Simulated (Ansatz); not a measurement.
# Preparing HfO2 (P2_1/c) as a host crystal

Aim: the runs on the perfect crystal HfO2 (P2_1/c) that a defect calculation needs first.

Main program and level: Ansatz 0.2.0; plane-wave PAW DFT, PBEsol; relaxation of the host's cell and atoms; PAW set soft_1, in the first sound run; inputs show where later runs differ.

Most raw output is cut from this account.

### Step 1. The starting structure

The structure is monoclinic, space group P2_1/c (No. 14). The conventional cell has a = 5.094 Å, b = 5.151 Å, c = 5.276 Å, α = 90.00°, β = 99.56°, γ = 90.00°. Hf has 7 O at 2.03 to 2.24 Å nearest. Nearest to O lie 4 Hf at 2.13 to 2.24 Å. Nearest to O lie 3 Hf at 2.03 to 2.13 Å. Farther neighbours and most contacts between anions are not listed.

### Step 2. Host cell relaxation

Lattice and positions are set free, within the symmetry that the program keeps.

cell/input.yaml

```yaml
crystal:
  lattice:
    - [5.094175, 0.0, 0.0]
    - [0.0, 5.1506447, 0.0]
    - [-0.876169, 0.0, 5.2029535]
  atoms:
    - { symbol: Hf, position: [0.27613578, 0.45806468, 0.70790733] }
    - { symbol: Hf, position: [0.72386422, 0.95806468, 0.79209267] }
    - { symbol: Hf, position: [0.72386422, 0.54193532, 0.29209267] }
    - { symbol: Hf, position: [0.27613578, 0.04193532, 0.20790733] }
    - { symbol: O, position: [0.44799782, 0.74252595, 0.97857799] }
    - { symbol: O, position: [0.55200218, 0.24252595, 0.52142201] }
    - { symbol: O, position: [0.55200218, 0.25747405, 0.02142201] }
    - { symbol: O, position: [0.44799782, 0.75747405, 0.47857799] }
    - { symbol: O, position: [0.06836078, 0.33075888, 0.34625278] }
    - { symbol: O, position: [0.93163922, 0.83075888, 0.15374722] }
    - { symbol: O, position: [0.93163922, 0.66924112, 0.65374722] }
    - { symbol: O, position: [0.06836078, 0.16924112, 0.84625278] }
basis:
  ecutwfc: 420
  xc_grid: 2
hamiltonian:
  xc: pbesol
  pseudopotentials: { kind: paw, azcp: { folder: soft_1 }, xc_functional: pbe }
kpoints:
  mp_grid: { grid: [6, 6, 6] }
scf:
  occupations: { method: fixed }
  max_iter: 100
relax:
  f_tol: 0.005
  max_steps: 60
  cell: {}
output:
  forces: true
  stress: true
checkpoint:
  write: "../cell.run"
  compress: false
  write_wavefunctions: false
  write_every: 100000
```

Started as:

```bash
> ansatz run input.yaml --threads 32 --pin off --max-ram 84787MiB --backend cuda --events-out ev --progress --plain --runs-dir out --max-vram 78GiB
```

Run time: 5.8 s. Hardware: 1 × NVIDIA GB200 with 32 threads of Arm Neoverse V2, shared host; peak memory 0.97 GiB.

Step by step:

```csv
step,energy less that of the first step (eV),largest force component (eV/Å),pressure (GPa),volume (Å³)
1,0.0000,0.1530,1.78,136.52
2,-0.0032,0.0412,-0.34,137.53
3,-0.0045,0.0181,-0.12,137.42
4,-0.0063,0.0224,-0.03,137.24
5,-0.0070,0.0142,-0.08,137.12
6,-0.0072,0.0019,0.00,137.12
7*,-0.0094,0.0020,0.03,137.12
```

Relaxation steps marked * repeat the geometry before them on a plane-wave basis chosen anew for their cell, so energy and pressure can jump there.

The run keeps the 4 symmetry operations that it works with, so distortions that break them were not tested.

```csv
cell as run,before,after,change
a (Å),5.094,5.096,+0.0 %
b (Å),5.151,5.178,+0.5 %
c (Å),5.276,5.271,-0.1 %
β (°),99.56,99.61,+0.1 %
volume (Å³/atom),11.38,11.43,+0.4 %
```

The atoms that moved most (Å, as changes of fractional coordinates times the final cell):

```csv
atom,dx,dy,dz,length
O10,-0.020,0.035,0.028,0.049
O9,0.020,0.035,-0.028,0.049
O12,0.020,-0.035,-0.028,0.049
O11,-0.020,-0.035,0.028,0.049
O8,-0.006,0.004,0.007,0.010
O5,-0.006,-0.004,0.007,0.010
O7,0.006,0.004,-0.007,0.010
O6,0.006,-0.004,-0.007,0.010
```

Numbers from this step:

```yaml
pressure: 0.03188 GPa
```

The relaxation ends with a largest force component of 0.0020 eV/Å and a pressure of 0.03 GPa.

### Step 3. Dielectric tensors of the host

The response to a uniform electric field gives the electronic dielectric tensor.

This step: plane-wave PAW DFPT, PBEsol; dielectric tensors, Born charges and zone-centre modes of the host; PAW set soft_1 (Ansatz 0.2.0).

eps/input.yaml

```yaml
crystal:
  lattice:
    - [5.0960628966, 0.0, -0.0016499638]
    - [0.0, 5.1775298282, 0.0]
    - [-0.8781789037, 0.0, 5.197337419]
  atoms:
    - { symbol: Hf, position: [0.2771546146, 0.4570218243, 0.70818701] }
    - { symbol: Hf, position: [0.7228453854, 0.9570218243, 0.79181299] }
    - { symbol: Hf, position: [0.7228453854, 0.5429781757, 0.29181299] }
    - { symbol: Hf, position: [0.2771546146, 0.0429781757, 0.20818701] }
    - { symbol: O, position: [0.4471316577, 0.7417965525, 0.9800217198] }
    - { symbol: O, position: [0.5528683423, 0.2417965525, 0.5199782802] }
    - { symbol: O, position: [0.5528683423, 0.2582034475, 0.0199782802] }
    - { symbol: O, position: [0.4471316577, 0.7582034475, 0.4800217198] }
    - { symbol: O, position: [0.0712948959, 0.3374658308, 0.3407824699] }
    - { symbol: O, position: [0.9287051041, 0.8374658308, 0.1592175301] }
    - { symbol: O, position: [0.9287051041, 0.6625341692, 0.6592175301] }
    - { symbol: O, position: [0.0712948959, 0.1625341692, 0.8407824699] }
basis:
  ecutwfc: 420
hamiltonian:
  xc: pbesol
  pseudopotentials: { kind: paw, azcp: { folder: soft_1 }, xc_functional: pbe }
kpoints:
  mp_grid: { grid: [5, 5, 5] }
scf:
  occupations: { method: fixed }
  max_iter: 100
phonons:
  method: dfpt
  dielectric: true
  rigid_motions: translations
```

The job ended after 23 s (1 × NVIDIA GB200 with 32 threads; peak memory 4.2 GiB; 3.9 min of CPU time).

Electronic dielectric tensor:

```
5.04 0.00 0.14
0.00 5.07 0.00
0.14 0.00 4.75
```

Static dielectric tensor:

```
20.65  0.00  1.35
 0.00 18.84  0.00
 1.35  0.00 15.26
```

The principal values of the electronic dielectric tensor are 4.69, 5.07 and 5.10. The principal values of the static dielectric tensor are 14.94, 18.84 and 20.97.

### Step 4. Defect free supercell relaxed in its symmetry

This cell, the one that will hold the defects, is built from the relaxed host. Its coarser k-points can move the atoms a little, so it is relaxed from the symmetric sites, as the reference for the test of stability.

This step: plane-wave PAW DFT, PBEsol; relaxation of the defect-free supercell in its symmetry; PAW set soft_1 (Ansatz 0.2.0).

System of this step: HfO2 (P2_1/c). The cell holds 192 atoms: 64 Hf and 128 O. Its edges and angles: a = 14.777 Å, b = 13.384 Å, c = 14.530 Å, α = 63.8°, β = 65.4°, γ = 61.9°.

pristine.symmetric/input.yaml

```yaml
crystal:
  lattice:
    - [-1.7563578074, 10.3550596564, 10.3946748381]
    - [8.4357679857, 0.0, 10.3913749106]
    - [10.1921257932, 10.3550596564, -0.0032999275]
  atoms:
    - { symbol: Hf, position: [0.2220135549, 0.13207995, 0.0064973572] }
    - { symbol: Hf, position: [0.4720135549, 0.38207995, 0.2564973572] }
    - { symbol: Hf, position: [0.0064973572, 0.3894091378, 0.4720135549] }
    - { symbol: Hf, position: [0.2564973572, 0.1394091378, 0.2220135549] }
    - { symbol: Hf, position: [0.0279864451, 0.11792005, 0.2435026428] }
    - { symbol: Hf, position: [0.2779864451, 0.36792005, 0.4935026428] }
    - { symbol: Hf, position: [0.2435026428, 0.3605908622, 0.2779864451] }
    - { symbol: Hf, position: [0.4935026428, 0.1105908622, 0.0279864451] }
    - { symbol: O, position: [0.0686716536, 0.4213392062, 0.3022266226] }
    - { symbol: O, position: [0.3186716536, 0.1713392062, 0.0522266226] }
    - { symbol: O, position: [0.0522266226, 0.2077625175, 0.0686716536] }
    - { symbol: O, position: [0.3022266226, 0.4577625175, 0.3186716536] }
    - { symbol: O, position: [0.1813283464, 0.3286607938, 0.4477733774] }
    - { symbol: O, position: [0.4313283464, 0.0786607938, 0.1977733774] }
    - { symbol: O, position: [0.1977733774, 0.0422374825, 0.1813283464] }
    - { symbol: O, position: [0.4477733774, 0.2922374825, 0.4313283464] }
    - { symbol: O, position: [0.1517383512, 0.0186528838, 0.0169945642] }
    - { symbol: O, position: [0.4017383512, 0.2686528838, 0.2669945642] }
    - { symbol: O, position: [0.0169945642, 0.0626142008, 0.4017383512] }
    - { symbol: O, position: [0.2669945642, 0.3126142008, 0.1517383512] }
    - { symbol: O, position: [0.0982616488, 0.2313471162, 0.2330054358] }
    - { symbol: O, position: [0.3482616488, 0.4813471162, 0.4830054358] }
    - { symbol: O, position: [0.2330054358, 0.1873857992, 0.3482616488] }
    - { symbol: O, position: [0.4830054358, 0.4373857992, 0.0982616488] }
    - { symbol: Hf, position: [0.2220135549, 0.13207995, 0.5064973572] }
    - { symbol: Hf, position: [0.4720135549, 0.38207995, 0.7564973572] }
    - { symbol: Hf, position: [0.0064973572, 0.3894091378, 0.9720135549] }
    - { symbol: Hf, position: [0.2564973572, 0.1394091378, 0.7220135549] }
    - { symbol: Hf, position: [0.0279864451, 0.11792005, 0.7435026428] }
    - { symbol: Hf, position: [0.2779864451, 0.36792005, 0.9935026428] }
[... 156 atom lines left out ...]
    - { symbol: O, position: [0.5169945642, 0.5626142008, 0.9017383512] }
    - { symbol: O, position: [0.7669945642, 0.8126142008, 0.6517383512] }
    - { symbol: O, position: [0.5982616488, 0.7313471162, 0.7330054358] }
    - { symbol: O, position: [0.8482616488, 0.9813471162, 0.9830054358] }
    - { symbol: O, position: [0.7330054358, 0.6873857992, 0.8482616488] }
    - { symbol: O, position: [0.9830054358, 0.9373857992, 0.5982616488] }
basis:
  ecutwfc: 420
  xc_grid: 2
hamiltonian:
  xc: pbesol
  pseudopotentials: { kind: paw, azcp: { folder: soft_1 }, xc_functional: pbe }
kpoints:
  mp_grid: { grid: [1, 1, 1] }
scf:
  occupations: { method: fermi_dirac, width: 0.01 }
  max_iter: 100
  lower_state_search: "off"
output:
  forces: true
relax:
  f_tol: 0.015
  max_steps: 60
  escape_saddle: false
checkpoint:
  write: "../pristine.symmetric.run"
  compress: false
  write_wavefunctions: false
  write_every: 100000
```

The job ended after 3.2 s (1 × NVIDIA GB200 with 32 threads; peak memory 1.3 GiB).

No atom moved by 0.005 Å in the relaxation.

### Step 5. Defect free supercell relaxed from displaced atoms

This step: plane-wave PAW DFT, PBEsol; relaxation of the defect-free supercell from random displacements, a test of the host's stability; PAW set soft_1 (Ansatz 0.2.0).

pristine.rattled/input.yaml, as its differences from pristine.symmetric/input.yaml of step 4:

```diff
@@ -59,6 +59,6 @@
   f_tol: 0.015
-  max_steps: 60
-  escape_saddle: false
+  max_steps: 120
+  random_displacement: { amplitude: 0.06, seed: 4763 }
 checkpoint:
-  write: "../pristine.symmetric.run"
+  write: "../pristine.rattled.run"
   compress: false
```

Wall time 9.1 s (1 × NVIDIA GB200 with 32 threads); peak memory 1.3 GiB.

Step by step:

```csv
step,energy less that of the first step (eV),largest force component (eV/Å)
1,0.0000,2.6599
2,-4.5009,1.4439
3,-6.3566,0.0628
4,-6.3566,0.0628
5,-6.3623,0.0061
6,-6.3623,0.0061
```

The relaxation ends 33 meV an atom lower than the displaced start, with a largest force component of 0.0061 eV/Å.

### Step 6. Host on a dense mesh

This step: plane-wave PAW DFT, PBEsol; single point of the defect-free host, a test of the k-point sampling; PAW set soft_1 (Ansatz 0.2.0).

System of this step: HfO2 (P2_1/c). It takes space group P2_1/c (No. 14, monoclinic). Conventional cell: a = 5.096 Å, b = 5.178 Å, c = 5.271 Å, α = 90.00°, β = 99.61°, γ = 90.00°. Hf has 7 O at 2.04 to 2.23 Å nearest. O has 4 Hf at 2.14 to 2.23 Å nearest. Nearest to O lie 3 Hf at 2.04 to 2.13 Å. Farther neighbours and most contacts between anions are not listed.

dense/input.yaml, as its differences from eps/input.yaml of step 3:

```diff
@@ -20,2 +20,3 @@
   ecutwfc: 420
+  xc_grid: 2
 hamiltonian:
@@ -24,9 +25,11 @@
 kpoints:
-  mp_grid: { grid: [5, 5, 5] }
+  mp_grid: { grid: [6, 6, 6] }
 scf:
-  occupations: { method: fixed }
+  occupations: { method: fermi_dirac, width: 0.01 }
   max_iter: 100
-phonons:
-  method: dfpt
-  dielectric: true
-  rigid_motions: translations
+  lower_state_search: "off"
+checkpoint:
+  write: "../dense.run"
+  compress: false
+  write_wavefunctions: false
+  write_every: 100000
```

It took 2 s on 1 × NVIDIA GB200 with 32 threads; peak memory 0.98 GiB.

### Step 7. Defect free supercell at the zone centre

The supercell is run at the zone centre, to see how far that sampling misses the dense mesh.

System of this step: HfO2 (P2_1/c). The cell holds 192 atoms: 64 Hf and 128 O. Cell: a = 14.777 Å, b = 13.384 Å, c = 14.530 Å, α = 63.8°, β = 65.4°, γ = 61.9°.

pristine.sampling_gamma/input.yaml, as its differences from pristine.rattled/input.yaml of step 5:

```diff
@@ -55,10 +55,4 @@
   lower_state_search: "off"
-output:
-  forces: true
-relax:
-  f_tol: 0.015
-  max_steps: 120
-  random_displacement: { amplitude: 0.06, seed: 4763 }
 checkpoint:
-  write: "../pristine.rattled.run"
+  write: "../pristine.sampling_gamma.run"
   compress: false
```

It took 2.5 s on 1 × NVIDIA GB200 with 32 threads; peak memory 1.3 GiB.

### Step 8. Summary of results

| Property | Result |
| --- | --- |
| primitive cell vectors, lengths | 5.096, 5.178, 5.271 Å |
| electronic dielectric constant | principal values (4.69, 5.07, 5.10) |
| static dielectric constant | principal values (14.94, 18.84, 20.97) |
| gap on the k-mesh of the response run (PBEsol) | 4.03 eV |
| supercell relaxed in its symmetry less the displaced and relaxed one | 0.000 eV |
| energy an atom at the zone centre alone less that on the dense mesh | 0.000 eV |

Step 5: The energy fell by 6.362 eV from the randomly displaced start; the atoms end within 0.005 Å of the sites as typed, once the mean shift is taken out. The displaced cell ends within 0.01 eV of the symmetric one relaxed in its symmetry, so no lower structure shows in this supercell. The k-mesh can miss the band edges, so this gap is an upper bound at this level. All at zero temperature.

[Logs are printed without paths, hosts, clocks, repeated set-up lines and the standing remarks that a program may print on its own settings, such as how far it seeks lower states.]

[Hosts, paths, dates, database ids (printed as entryN), source tags and the programs' standing remarks are cut or masked in the printed files.]

[Runs of the host that timed out are not shown.]

[For some hosts the program warned that the k-mesh of the response run may be too coarse for force constants and the static dielectric constant; such warnings are not always shown.]
